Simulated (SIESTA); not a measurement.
# Au in SIESTA: the effect of basis

Au:

```
Au
1.0
     0.00000    2.03500    2.03500
     2.03500    0.00000    2.03500
     2.03500    2.03500    0.00000
Au
1
Direct
  0.00000 0.00000 0.00000
```

Alike in all runs:

```yaml
Program: SIESTA 5.4.2
Task: band structure
Functional: PBEsol
Potentials_or_basis: PseudoDojo 0.4 standard (PBEsol files)
Grid_cutoff: 800 Ry
Energy_shift: 0.003 Ry
k_mesh: 11 × 11 × 11
Occupations: fermi-dirac, width 0.05 eV
Spin: no spin polarisation
```

```csv
basis,pressure (GPa)
SZ,30.3
SZP,-1.2
DZ,-2.6
DZP,?
TZP,2.0
TZDP,2.4
```

Q: What does the run with basis DZP give?

A: Pressure 3.2 GPa.

Caveats: short orbitals over semicore shells can move pressures by several GPa; the basis of atomic orbitals isn't converged, which shifts pressures, moduli and gaps; the basis has no polarisation orbitals (some runs); a pressure of tens of GPa on the cell as given is suspect, and the run, the potentials or the cell itself is likely at fault (some runs).

Runs at the PBE level aren't shown here.
